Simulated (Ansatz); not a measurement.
Input of an Ansatz 0.2.0 run:

input.yaml

```yaml
crystal:
  lattice:
    - [0.0, 2.5663, 2.5663]
    - [2.5663, 0.0, 2.5663]
    - [2.5663, 2.5663, 0.0]
  atoms:
    - { symbol: Sr, position: [0.5, 0.5, 0.5] }
    - { symbol: O, position: [0.0, 0.0, 0.0] }
hamiltonian:
  xc: pbe
  pseudopotentials: { kind: paw }
kpoints:
  mp_grid: { grid: [9, 9, 9] }
scf:
  occupations: { method: fermi_dirac, width: 0.05 }
output:
  forces: true
  stress: true
  eigenvalues: true
```

Potentials or basis: Ansatz PAW.

Launch:

```sh
$ ansatz run input.yaml --threads 2 --pin off --max-ram 5632MiB --backend cpu --events-out ev --progress --plain --runs-dir out
```

(1) Estimate the pressure.

(2) Predict the band gap on the k mesh.

Results:

(1) 3.3 GPa.

(2) 3.37 eV, indirect (least direct gap 3.45 eV).

Caveat: odd divisions of the mesh miss points on the zone boundary, where band edges often lie, so the gap on the mesh can be too wide; the pressure holds a Pulay correction of +0.4 GPa for the finite cutoff.
